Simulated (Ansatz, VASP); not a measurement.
## One calculation of Li7S, two programs

```
CELL_PARAMETERS angstrom
0.00000 4.10264 4.10264
4.10264 0.00000 4.10264
4.10264 4.10264 0.00000
ATOMIC_POSITIONS crystal
Li 0.50000 0.50000 0.50000
Li 0.50000 0.00000 0.00000
Li 0.50000 0.00000 0.50000
Li 0.00000 0.50000 0.50000
Li 0.00000 0.50000 0.00000
Li 0.50000 0.50000 0.00000
Li 0.00000 0.00000 0.50000
S 0.00000 0.00000 0.00000
```

Change from the starting cell: species swapped into the CuPt7 type (Fm-3m, No. 225).

Alike in both runs: task relaxation of cell and atoms; functional PBE; k mesh 8 × 8 × 8; occupations gaussian, width 0.1 eV; no spin polarisation.

|  | VASP | Ansatz |
| --- | --- | --- |
| version | VASP 6.6.1 | Ansatz 0.2.0 |
| potentials or method | VASP PAW PBE potentials, release 64 (Li_sv, S) | scalar-relativistic, plane waves, PAW |
| plane-wave cutoff (eV) | 600 | 420 |
| valence electrons in the cell | 27 | 27 |

Ansatz gave:

| Item | Value |
| --- | --- |
| gap on the k mesh at the Fermi level, each at its own relaxed structure (eV) | none |
| relaxed volume (Å³/atom) | 17.22 |
| relaxed cell length with the largest relative difference (Å) | 5.797 |

**Question.** Which values does VASP return?

**Answer.** gap on the k mesh at the Fermi level, each at its own relaxed structure (eV): none; relaxed volume (Å³/atom): 17.08; relaxed cell length with the largest relative difference (Å): 5.782.

A gap of «none» marks a metal or a gap that the smearing closes.

Caveats: the cutoff is under 1.25 times the usual one of these potentials, so pressure, stress and relaxed cells hold a basis-set (Pulay) error (VASP).
